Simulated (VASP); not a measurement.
# TePb (Pm-3m) in VASP: settings compared, part 2 of 2

VASP 6.6.1.

**3. Relaxation of cell and atoms, PBE**

Contents of INCAR:

```
SYSTEM = TePb
PREC = Accurate ; ENCUT = 600
EDIFF = 1E-7 ; ISMEAR = 0
SIGMA = 0.03 ; LREAL = .FALSE.
LASPH = .TRUE. ; NELM = 80
ALGO = Normal ; ISIF = 3
LWAVE = .FALSE. ; LCHARG = .FALSE.
GGA = PE ; IBRION = 2
NSW = 90 ; EDIFFG = -0.005
```

Contents of KPOINTS:

```
regular mesh
0
G
  8 8 8
  0 0 0
```

Contents of POSCAR:

```
TePb                                    
1.0
    4.0022870000      0.0000000000      0.0000000000
    0.0000000000      4.0022870000      0.0000000000
    0.0000000000      0.0000000000      4.0022870000
  Te              Pb            
     1     1
Direct
     0.5000000000000000    0.5000000000000000    0.5000000000000000
     0.0000000000000000    0.0000000000000000    0.0000000000000000
```

Potentials or basis: VASP PAW PBE potentials, release 64 (Te, Pb_d).

Started as:

```sh
$ cat potpaw_PBE.64/Te/POTCAR potpaw_PBE.64/Pb_d/POTCAR > POTCAR
$ mpirun -np 1 vasp_std > vasp.out
```

OUTCAR:

```text
SYSTEM = TePb
   PREC = Accurate
   ENCUT = 600
   EDIFF = 1E-7
   ISMEAR = 0
   LREAL = .FALSE.
   LASPH = .TRUE.
   NELM = 80
   ISIF = 3
   GGA = PE
   IBRION = 2
   NSW = 90
   EDIFFG = -0.005

 ion  position               nearest neighbor table
   1  0.500  0.500  0.500-   2 3.47   2 3.47   2 3.47   2 3.47   2 3.47   2 3.47   2 3.47   2 3.47

   2  0.000  0.000  0.000-   1 3.47   1 3.47   1 3.47   1 3.47   1 3.47   1 3.47   1 3.47   1 3.47
[... 652 lines left out ...]

  FORCE on cell =-STRESS in cart. coord.  units (eV):
  Direction    XX          YY          ZZ          XY          YZ          ZX
  --------------------------------------------------------------------------------------
  -------------------------------------------------------------------------------------
  Total       -0.0031876     -0.0031876     -0.0031876      0.0000000      0.0000000     -0.0000000
  in kB       -0.0795428     -0.0795428     -0.0795428      0.0000000      0.0000000     -0.0000000
  external PRESSURE =      -0.0795428 kB  Pullay stress =       0.0000000 kB

 VOLUME and BASIS-vectors are now :
 -----------------------------------------------------------------------------
  energy-cutoff  :      600.00
  volume of cell :       64.20
      direct lattice vectors                 reciprocal lattice vectors
     4.004261710  0.000000000  0.000000000     0.249733927 -0.000000000 -0.000000000
     0.000000000  4.004261710 -0.000000000    -0.000000000  0.249733927  0.000000000
     0.000000000 -0.000000000  4.004261710    -0.000000000  0.000000000  0.249733927

 POSITION                                       TOTAL-FORCE (eV/Angst)
 -----------------------------------------------------------------------------------
      2.00213      2.00213      2.00213        -0.000000      0.000000      0.000000
      0.00000      0.00000      0.00000         0.000000     -0.000000      0.000000
 -----------------------------------------------------------------------------------
    total drift:                                0.000000      0.000000      0.000000

  FREE ENERGIE OF THE ION-ELECTRON SYSTEM (eV)
  ---------------------------------------------------
  free  energy   TOTEN  =        -7.0653819078 eV

  energy  without entropy=       -7.0647891052  energy(sigma->0) =       -7.06508551

 reached required accuracy - stopping structural energy minimisation
```

OSZICAR:

```text
N       E                     dE             d eps       ncg     rms          rms(c)
DAV:   1     0.157221532102E+03    0.15722E+03   -0.10200E+04   980   0.156E+03
DAV:   2     0.385897458713E+01   -0.15336E+03   -0.15005E+03  1040   0.357E+02
DAV:   3    -0.696066579840E+01   -0.10820E+02   -0.10288E+02  1304   0.972E+01
DAV:   4    -0.725741315497E+01   -0.29675E+00   -0.29654E+00  1218   0.180E+01
[... 12 lines left out ...]
DAV:   2    -0.706544300446E+01    0.33198E-03   -0.67951E-04  1202   0.461E-01    0.392E-02
DAV:   3    -0.706538417497E+01    0.58829E-04   -0.25254E-04  1214   0.261E-01    0.881E-03
DAV:   4    -0.706538352432E+01    0.65065E-06   -0.35082E-06   992   0.195E-02    0.767E-03
DAV:   5    -0.706538199963E+01    0.15247E-05   -0.10648E-06  1062   0.907E-03    0.145E-03
DAV:   6    -0.706538190778E+01    0.91849E-07   -0.90223E-08   616   0.545E-03
   2 F= -.70653819E+01 E0= -.70650855E+01  d E =-.120701E-04
```

CONTCAR:

```text
TePb
   1.00000000000000
     4.0042617098823063    0.0000000000000000    0.0000000000000000
     0.0000000000000000    4.0042617098823063   -0.0000000000000000
     0.0000000000000000   -0.0000000000000000    4.0042617098823063
  Te              Pb
     1     1
Direct
     0.5000000000000000    0.5000000000000000    0.5000000000000000
     0.0000000000000000    0.0000000000000000    0.0000000000000000

  0.00000000E+00  0.00000000E+00  0.00000000E+00
  0.00000000E+00  0.00000000E+00  0.00000000E+00
```

Run time: 36 s. Hardware: 1 thread of Intel Xeon Platinum 8488C (Sapphire Rapids), shared host; peak memory 0.2 GiB.

Results:

| Property | Result |
| --- | --- |
| Free energy | -7.0654 eV |
| Relaxed volume | 32.10 Å³/atom |
| Relaxed cell | a = 4.004 Å, b = 4.004 Å, c = 4.004 Å, α = 90.00°, β = 90.00°, γ = 90.00° |
| Space group after relaxing (to 0.05 Å) | Pm-3m (No. 221) |
| Energy gained by relaxing | 0.0 meV/atom |
| Ionic steps | 2 |
| Pressure after relaxing | 0.0 GPa |
| Band gap on the k mesh | none (metal or under the smearing width) |

Final structure:
```
CELL_PARAMETERS angstrom
4.00426 0.00000 0.00000
0.00000 4.00426 0.00000
0.00000 0.00000 4.00426
ATOMIC_POSITIONS crystal
Te 0.50000 0.50000 0.50000
Pb 0.00000 0.00000 0.00000
```

Spin-orbit coupling is left out, which matters for the levels of Pb, Te.

**4. Relaxation of cell and atoms, r2SCAN, target pressure 17.6 GPa, at which the enthalpy is minimised**

Contents of INCAR:

```
  PREC = Accurate
  ENCUT = 600
  EDIFF = 1E-6
  ISMEAR = 0
  SIGMA = 0.03
  LREAL = F
  LASPH = T
  NELM = 80
  ALGO = Normal
  ISIF = 3
  LWAVE = F
  LCHARG = F
  METAGGA = R2SCAN
  LMIXTAU = T
  IBRION = 2
  NSW = 90
  EDIFFG = -0.01
  PSTRESS = 176.0
```

Contents of KPOINTS:

```
regular mesh
0
Gamma
  8 8 8
```

Contents of POSCAR:

```
TePb
1.0
    4.0022870000      0.0000000000      0.0000000000
    0.0000000000      4.0022870000      0.0000000000
    0.0000000000      0.0000000000      4.0022870000
Te Pb
1 1
Direct
    0.5000000000      0.5000000000      0.5000000000
    0.0000000000      0.0000000000      0.0000000000
```

Started as:

```sh
$ cat potpaw_PBE.64/Te/POTCAR potpaw_PBE.64/Pb_d/POTCAR > POTCAR
$ mpirun -np 1 vasp_std > vasp.out
```

It took 3 min on 1 thread of Intel Xeon 6975P-C (Granite Rapids), shared host; peak memory 0.23 GiB.

It converged, with:

- Free energy: -81.5365 eV
- Relaxed volume: 24.91 Å³/atom
- Relaxed cell: a = 3.680 Å, b = 3.680 Å, c = 3.680 Å, α = 90.00°, β = 90.00°, γ = 90.00°
- Space group after relaxing (to 0.05 Å): Pm-3m (No. 221)
- Energy change on relaxing (the enthalpy is what falls): +309.2 meV/atom
- Ionic steps: 5
- Pressure after relaxing: 17.6 GPa
- Band gap on the k mesh: none (metal or under the smearing width)

The path:
```
step  energy change (eV)  largest force (eV/Å)  pressure (GPa)  volume (Å³)
   1              0.0000                0.0000           -0.34        64.11
   2              4.3091                0.0000           86.18        36.24
   3              0.5159                0.0000           15.88        50.81
   4              0.5718                0.0000           16.82        50.26
   5              0.6184                0.0000           17.61        49.83
```

Final structure:
```cif
data_structure
_symmetry_space_group_name_H-M 'P 1'
_symmetry_Int_Tables_number 1
_cell_length_a 3.6798
_cell_length_b 3.6798
_cell_length_c 3.6798
_cell_angle_alpha 90.000
_cell_angle_beta 90.000
_cell_angle_gamma 90.000
_cell_volume 49.83
loop_
_atom_site_label
_atom_site_type_symbol
_atom_site_fract_x
_atom_site_fract_y
_atom_site_fract_z
_atom_site_occupancy
Te1 Te 0.50000 0.50000 0.50000 1
Pb1 Pb 0.00000 0.00000 0.00000 1
```

Levels at points of the mesh, in eV from the Fermi level:
```tsv
k point	band 8	band 9	band 10	band 11	band 12	band 13
(0.00, 0.00, 0.00)	-2.26	-2.26	-2.26	4.18	4.18	7.61
(0.50, 0.00, 0.00)	-0.12	-0.12	0.03	1.14	2.81	2.81
(0.50, 0.50, 0.00)	-6.09	-6.09	0.35	4.70	4.97	4.97
(0.50, 0.50, 0.50)	-3.42	-3.42	-3.42	-1.68	-1.68	-1.68
```

Caveat: the cell is relaxed towards a set pressure, so the enthalpy falls and the energy may rise; the volume moved by over 15 % at a fixed basis, so the end points are rough; the PAW data sets were made with another functional, which shifts forces and pressure a little. Spin-orbit coupling is left out, which matters for the levels of Pb, Te.

**5. Relaxation of cell and atoms, r2SCAN, target pressure 17.6 GPa, at which the enthalpy is minimised**

This run uses another cell than the first one, of 24.91 Å³/atom, 0.777 times its volume.

INCAR, as its differences from that of step 4:

```diff
@@ -2,3 +2,3 @@
   ENCUT = 600
-  EDIFF = 1E-6
+  EDIFF = 1E-7
   ISMEAR = 0
@@ -16,3 +16,3 @@
   NSW = 90
-  EDIFFG = -0.01
+  EDIFFG = -0.005
   PSTRESS = 176.0
```

KPOINTS is that of step 4.

Contents of POSCAR:

```
TePb                                    
1.0
    3.6797651507     -0.0000000000     -0.0000000000
    0.0000000000      3.6797651507     -0.0000000000
    0.0000000000      0.0000000000      3.6797651507
  Te              Pb            
     1     1
Direct
     0.5000000000000000    0.5000000000000000    0.5000000000000000
     0.0000000000000000    0.0000000000000000    0.0000000000000000
```

Started as:

```sh
$ cat potpaw_PBE.64/Te/POTCAR potpaw_PBE.64/Pb_d/POTCAR > POTCAR
$ mpirun -np 1 vasp_std > vasp.out
```

Wall time 64 s (1 thread of Intel Xeon 6975P-C (Granite Rapids), shared host); peak memory 0.19 GiB.

The run converged. Its results:

```yaml
Free_energy: -81.5355 eV
Pressure_after_relaxing: 17.6 GPa
Band_gap_on_the_k_mesh: none (metal or under the smearing width)
```

Final structure:
```xyz
2
Lattice="3.6798 0.0000 0.0000 0.0000 3.6798 0.0000 0.0000 0.0000 3.6798" Properties=species:S:1:pos:R:3 pbc="T T T"
Te    1.8399    1.8399    1.8399
Pb    0.0000    0.0000    0.0000
```

Levels at points of the mesh, in eV from the Fermi level:
| k point | band 8 | band 9 | band 10 | band 11 | band 12 | band 13 |
| --- | --- | --- | --- | --- | --- | --- |
| (0.00, 0.00, 0.00) | -2.26 | -2.26 | -2.26 | 4.18 | 4.18 | 7.61 |
| (0.50, 0.00, 0.00) | -0.12 | -0.12 | 0.03 | 1.14 | 2.81 | 2.81 |
| (0.50, 0.50, 0.00) | -6.09 | -6.09 | 0.35 | 4.70 | 4.97 | 4.97 |
| (0.50, 0.50, 0.50) | -3.42 | -3.42 | -3.42 | -1.68 | -1.68 | -1.68 |

Caveat: the relaxation stopped at its first step, so nothing moved; the cell is relaxed towards a set pressure, so the enthalpy falls and the energy may rise; the PAW data sets were made with another functional, which shifts forces and pressure a little.
